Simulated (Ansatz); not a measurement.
CoO, DFT, PBEsol, PAW with Ansatz's default frozen-core files, scalar-relativistic (Ansatz 0.2.0), run on 1 thread of Arm Neoverse N1 on a shared host.

The geometry is COD entry 1533087, unchecked; take it as a test cell. The listed cell was then made from it by scaling, straining or moving an atom.

Command: `ansatz run input.yaml --threads 1 --pin off --max-ram 3072MiB --backend cpu --events-out ev --progress --plain --runs-dir out`

```yaml
crystal:
  lattice:
    - [0.0, 2.1595492692, 2.1595492692]
    - [2.1595492692, 0.0, 2.1595492692]
    - [2.1595492692, 2.1595492692, 0.0]
  atoms:
    - { symbol: Co, position: [0.0, 0.0, 0.0], spin: 2.0 }
    - { symbol: O, position: [0.5, 0.5, 0.5] }
magnetization:
  spin_polarized: true
kpoints:
  mp_grid: { grid: [16, 16, 16] }
scf:
  occupations: { method: fermi_dirac, width: 0.05 }
hamiltonian:
  xc: pbesol
  pseudopotentials: { kind: paw }
output:
  forces: true
  stress: true
  eigenvalues: true
  efg: { contact_densities: true }
  write_density: true
  write_potential: true
  elf: true
  volumetric_format: npy
```

(1) How large is the problem that the program sets up?

(2) About how long does it take, and how much memory does it use?

(3) And the same cell and mesh by LAPW (all electrons), asked for forces, stress, eigenvalues, on the same hardware?

(4) And the same cell and mesh by all-electron PAW (datasets made for this crystal), asked for forces, stress, eigenvalues, efg, on the same hardware?

## Answers

(1) 145 irreducible k-points, 411 plane waves at Γ, 17 bands.

(2) 22 s of wall time for 12 SCF iterations, with a peak of 0.42 GiB. Times on shared machines scatter by tens of per cent.

(3) 100 s, peak memory 0.69 GiB.

(4) 74 s, peak memory 0.87 GiB.
